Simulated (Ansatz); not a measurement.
A plane-wave DFT run in Ansatz 0.2.0 (scalar-relativistic PAW potentials unless the input names others): input and command.

```yaml
crystal:
  lattice:
    - [4.2818965847, 0.0, 0.0]
    - [-2.1409482924, 3.7082312188, 0.0]
    - [0.0, 0.0, 6.9037885123]
  atoms:
    - { symbol: Cd, position: [0.0, 0.0, 0.0] }
    - { symbol: I, position: [0.3333333333, 0.6666666667, 0.2532255763] }
    - { symbol: I, position: [0.6666666667, 0.3333333333, 0.7467744237] }
basis:
  ecutwfc: 420
kpoints:
  mp_grid: { grid: [6, 6, 4] }
hamiltonian:
  xc: pbe
  dispersion: d3bj
scf:
  occupations: { method: gaussian, width: 0.02 }
  max_iter: 60
output:
  forces: true
  eigenvalues: true
  stress: true
relax:
  adjacent_minimum: "off"
  f_tol: 0.01
  max_steps: 30
  cell: { stress_tol: 0.1, fix: [volume] }
  max_displacement: 2.0
```

```bash
ansatz run input.yaml --threads 1 --pin off --max-ram 2560MiB --backend cpu --events-out ev --progress --plain --runs-dir out
```

Abridged log:
```
Basis set: ecut = 420 eV, 2165 PW (Γ), exchange–correlation on 60×60×96 points (8 copies of the dense FFT grid, shifted against one another)
Bands: 33, of which v1, the nominal top of the filled ones, is band 27 counted from 1 (26 counted from 0)
Symmetry: 12 space group operations
k-points: 24 of 144
SCF iter   1: F=—  HF=-23282.979198 eV  |F-HF|=—  |Δ(HF+E_count)|=         —  Δρ=5.88e-4  dr2=4.59e-4  ethr=1.77e-3  ⟨swp⟩=8.1  Hψ=3733  notcnv=0  defer=1
SCF iter   2: F=—  HF=-23282.979470 eV  |F-HF|=—  |Δ(HF+E_count)|=   2.71e-4  Δρ=3.79e-4  dr2=4.39e-4  ethr=8.49e-7  ⟨swp⟩=3.1  Hψ=1972  notcnv=0  defer=28
SCF iter   3: F=—  HF=-23282.979512 eV  |F-HF|=—  |Δ(HF+E_count)|=   4.20e-5  Δρ=1.71e-4  dr2=2.89e-5  ethr=8.13e-7  ⟨swp⟩=2.0  Hψ=901  notcnv=0  defer=28
SCF iter   4: F=—  HF=-23282.979538 eV  |F-HF|=—  |Δ(HF+E_count)|=   2.63e-5  Δρ=5.96e-5  dr2=5.60e-6  ethr=5.35e-8  ⟨swp⟩=2.0  Hψ=1235  notcnv=0  defer=28
SCF iter   5: F=—  HF=-23282.979548 eV  |F-HF|=—  |Δ(HF+E_count)|=   1.03e-5  Δρ=2.42e-5  dr2=1.56e-6  ethr=1.04e-8  ⟨swp⟩=2.1  Hψ=1120  notcnv=0  defer=28
SCF iter   6: F=—  HF=-23282.979550 eV  |F-HF|=—  |Δ(HF+E_count)|=   1.23e-6  Δρ=1.39e-5  dr2=3.39e-7  ethr=2.89e-9  ⟨swp⟩=2.0  Hψ=1047  notcnv=0  defer=28
SCF iter   7: F=-23282.979550 eV  HF=-23282.979550 eV  |F-HF|=3.59e-8  |Δ(HF+E_count)|=   5.41e-8  Δρ=4.91e-6  dr2=7.64e-8  ethr=1.85e-10  ⟨swp⟩=10.7  Hψ=3534  notcnv=0
SCF 1 converged in 7 iterations: F = -23282.979550 eV  dr2 = 7.64e-8
relax step   1: F+E_penalty+E_count = -23282.97954967 eV  Δ(F+E_penalty+E_count) = +0.000e0 eV  max|allowed force component| = 1.482e-1 eV/Å  Δτ_max = 0.0000 Å  P = -0.923 GPa  Ω = 109.620 Å³  fix = [volume]  reactions: volume -0.923 GPa (7 SCF iters, dr2 threshold 1.00e-7 eV, accepted)
Basis set: ecut = 420 eV, 2141 PW (Γ), exchange–correlation on 60×60×96 points (8 copies of the dense FFT grid, shifted against one another)
Initial density: handed on by an earlier stage of this run
Initial wavefunctions: those handed on with the density
SCF iter   1: F=—  HF=-23282.985338 eV  |F-HF|=—  |Δ(HF+E_count)|=         —  Δρ=2.56e-3  dr2=1.19e-2  ethr=2.18e-5  ⟨swp⟩=2.8  Hψ=3995  notcnv=0
   ...
SCF iter   3: F=—  HF=-23282.984303 eV  |F-HF|=—  |Δ(HF+E_count)|=   4.97e-5  Δρ=1.58e-4  dr2=2.10e-5  ethr=3.18e-7  ⟨swp⟩=2.0  Hψ=1152  notcnv=0
SCF iter   4: F=—  HF=-23282.984304 eV  |F-HF|=—  |Δ(HF+E_count)|=   9.84e-7  Δρ=3.49e-5  dr2=1.53e-6  ethr=3.88e-8  ⟨swp⟩=2.0  Hψ=1104  notcnv=0
SCF iter   5: F=-23282.984304 eV  HF=-23282.984304 eV  |F-HF|=8.47e-8  |Δ(HF+E_count)|=   2.21e-7  Δρ=1.49e-5  dr2=2.53e-7  ethr=5.56e-10  ⟨swp⟩=7.1  Hψ=3563  notcnv=0
SCF 3 converged in 5 iterations: F = -23282.984304 eV  dr2 = 2.53e-7
relax step   3: F+E_penalty+E_count = -23282.98430394 eV  Δ(F+E_penalty+E_count) = -2.328e-3 eV  max|allowed force component| = 4.432e-4 eV/Å  Δτ_max = 0.0194 Å  P = -0.457 GPa  Ω = 109.620 Å³  energy of the carried Pulay correction = -1.215e-17 eV  fix = [volume]  reactions: volume -0.457 GPa (5 SCF iters, dr2 threshold 3.00e-7 eV, accepted)
Initial wavefunctions: pseudopotential atomic-orbital guess (no wavefunctions were taken with the density)
SCF iter   1: F=—  HF=-23282.983838 eV  |F-HF|=—  |Δ(HF+E_count)|=         —  Δρ=1.00e-4  dr2=5.02e-7  ethr=5.93e-7  ⟨swp⟩=3.2  Hψ=5809  notcnv=0
SCF iter   2: F=—  HF=-23282.984206 eV  |F-HF|=—  |Δ(HF+E_count)|=   3.68e-4  Δρ=5.04e-5  dr2=1.41e-7  ethr=9.30e-10  ⟨swp⟩=2.3  Hψ=1134  notcnv=0
SCF iter   3: F=—  HF=-23282.984311 eV  |F-HF|=—  |Δ(HF+E_count)|=   1.05e-4  Δρ=6.20e-6  dr2=2.25e-8  ethr=2.61e-10  ⟨swp⟩=2.0  Hψ=1098  notcnv=0
SCF iter   4: F=—  HF=-23282.984312 eV  |F-HF|=—  |Δ(HF+E_count)|=   5.88e-7  Δρ=3.18e-6  dr2=3.06e-9  ethr=4.17e-11  ⟨swp⟩=2.0  Hψ=1416  notcnv=0
SCF iter   5: F=-23282.984312 eV  HF=-23282.984312 eV  |F-HF|=1.24e-9  |Δ(HF+E_count)|=   3.81e-7  Δρ=2.46e-7  dr2=7.56e-11  ethr=1.00e-12  ⟨swp⟩=5.1  Hψ=3632  notcnv=0
SCF 4 converged in 5 iterations: F = -23282.984312 eV  dr2 = 7.56e-11
SCF converged after 5 iterations
Free energy (F): -23282.984312 eV
Harris-Foulkes:  -23282.984312 eV  (|F-HF|=1.24e-9)
Internal energy: -23282.984312 eV  (E = F + TS)
E sigma→0 (E₀):  -23282.984312 eV
Fermi energy:    7.084679 eV
  E_disp       = -0.972873  (pairwise vdW)
--- Forces (eV/Å), atoms counted from 1 ---
  atom   1  Cd     0.00000000     0.00000000     0.00000000
  atom   2  I      0.00000000     0.00000000    -0.00042429
  atom   3  I      0.00000000     0.00000000     0.00042429
--- Stress (GPa, compression-positive) ---
       -0.492017       0.000000       0.000000
        0.000000      -0.492017       0.000000
        0.000000       0.000000      -0.388700
  P = ⅓ Tr σ = -0.4576 GPa (-4.576 kbar)
--- Relaxed structure (3 steps of the walk, 3 accepted, 1 SCFs on fresh bases) ---
  F+E_penalty+E_count = -23282.98431227 eV   max|allowed force component| = 4.243e-4 eV/Å   (the final SCF, on the basis selected at the relaxed cell)
  cell:  # Å, volume = 109.6202 Å³
    - [4.27308076, 0.0, 0.0]
    - [-2.13654038, 3.70059649, 0.0]
    - [0.0, 0.0, 6.93230441]
  atoms:
    - { symbol: Cd, position: [0.0, 0.0, 0.0] }
    - { symbol: I, position: [0.33333333, 0.66666666, 0.24872042] }
    - { symbol: I, position: [0.66666666, 0.33333333, 0.75127957] }
```

One setting here is unusual or wrong in general: relaxation steps far too long (relax.max_displacement: not typed → 2.0). For this cell it did little harm to the result: the run converged in 23 SCF iterations over all its steps (reference: 30) with an energy at zero smearing 0.03 meV/atom above the reference's, pressure -0.46 GPa, largest force 0.000 eV/Å, gap on the mesh 2.37 eV. A reference run from the same start on usual settings converged, and the end of its own relaxation has pressure -0.44 GPa, largest force 0.002 eV/Å, gap on the mesh 2.36 eV.

It took 14 s on 1 thread of Intel(R) Xeon(R) Platinum 8375C CPU @ 2.90GHz (Ice Lake), on a shared host, peak memory 0.46 GiB.